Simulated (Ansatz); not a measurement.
Crystal: PbS (Galena).

```xyz
2
Lattice="0.0000 2.9657 2.9657 2.9657 0.0000 2.9657 2.9657 2.9657 0.0000" Properties=species:S:1:pos:R:3 pbc="T T T"
Pb    0.0000    0.0000    0.0000
S     2.9657    2.9657    2.9657
```

Program: Ansatz 0.2.0. Alike in all runs: cell as given; k mesh 8 × 8 × 8. Hardware: 2 threads of Arm Neoverse V1, with other jobs on the host.

**Question.** Order these runs on this cell by their wall time, lowest first.
A. task band structure; level PBE; potentials or basis JTH PAW; spin off; cutoff (eV) 1800; smearing fermi-dirac 0.05 eV; points for each segment of the path 14
B. task band structure; level PBE; potentials or basis Ansatz NC with PseudoDojo standard (PBE files); spin off; cutoff (eV) 850; smearing fermi-dirac 0.05 eV; points for each segment of the path 14
C. task density of states; level PBE+D3(BJ); potentials or basis Ansatz NC or PseudoDojo by element; spin non-collinear, ferromagnetic start; cutoff (eV) 850; smearing fixed; driver chain

**Answer.** B (6.6 s), A (15 s), C (44 s).

Caveats: spin-orbit coupling is left out, which as a rule narrows the gap of such compounds by several tenths of an eV.

Not every run made on this cell is shown here.
